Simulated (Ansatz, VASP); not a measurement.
**La2O3 in VASP and in Ansatz**

The input INCAR:

```
ALGO = Normal ; EDIFF = 1E-6
ENCUT = 520 ; GGA = PS
ISIF = 2 ; ISMEAR = -1
LASPH = T ; LCHARG = T
LELF = T ; LREAL = F
LVHAR = T ; LWAVE = F
NBANDS = 28 ; NELM = 80
PREC = Accurate ; SIGMA = 0.05
```

The input KPOINTS:

```
k-points
0
Gamma
  8 8 5
```

POSCAR

```
La2O3
1.0
    4.0078715265      0.0000000000      0.0000000000
   -2.0039357633      3.4709185571      0.0000000000
    0.0000000000      0.0000000000      6.2318261790
La O
2 3
Direct
    0.3333333333      0.6666666667      0.2462356800
    0.6666666667      0.3333333333      0.7537643200
    0.0000000000      0.0000000000      0.0000000000
    0.3333333333      0.6666666667      0.6458906500
    0.6666666667      0.3333333333      0.3541093500
```

File input.yaml:

```yaml
crystal:
  lattice:
    - [4.0078715265, 0.0, 0.0]
    - [-2.0039357633, 3.4709185571, 0.0]
    - [0.0, 0.0, 6.231826179]
  atoms:
    - { symbol: La, position: [0.3333333333, 0.6666666667, 0.24623568] }
    - { symbol: La, position: [0.6666666667, 0.3333333333, 0.75376432] }
    - { symbol: O, position: [0.0, 0.0, 0.0] }
    - { symbol: O, position: [0.3333333333, 0.6666666667, 0.64589065] }
    - { symbol: O, position: [0.6666666667, 0.3333333333, 0.35410935] }
kpoints:
  mp_grid: { grid: [8, 8, 5] }
scf:
  occupations: { method: fermi_dirac, width: 0.05 }
hamiltonian:
  xc: pbesol
  pseudopotentials: { kind: all_electron, lapw: { basis_error: 0.001 } }
output:
  forces: true
  stress: true
  eigenvalues: true
```

Change from the starting cell: volume scaled by 1.06.

Alike in both runs: task single point; functional PBEsol; k mesh 8 × 8 × 5; occupations fermi-dirac, width 0.05 eV; no spin polarisation.

|  | VASP | Ansatz |
| --- | --- | --- |
| version | VASP 6.6.1 | Ansatz 0.2.0 |
| potentials or method | VASP PAW PBE potentials, release 64 (La, O) | all-electron LAPW, scalar-relativistic |
| plane-wave cutoff (eV) | 520 | see its input |

|  | VASP | Ansatz | Ansatz less VASP |
| --- | --- | --- | --- |
| gap on the k mesh at the Fermi level (eV) | 3.75 | 3.73 | -0.022 |
| least direct gap on the mesh (eV) | 3.96 | 3.94 | -0.019 |
| pressure (GPa) | -9.8 | -9.6 | +0.20 |
| largest component of the traceless stress (GPa) | 1.36 | 1.35 | -0.014 |
| rms of the force components (eV/Å) | 0.185 | 0.181 | -0.0035 |

Atom by atom the forces differ by 0.003 eV/Å (rms over components). Ansatz ran all-electron here, so the differences hold the error of VASP's frozen core and of both bases.

Caveats: spin-orbit coupling is left out, which moves the levels of the heavy elements; an odd mesh through Γ misses points on the zone boundary, where band edges often lie; the PAW data sets were made with another functional, which shifts forces and pressure a little (VASP).
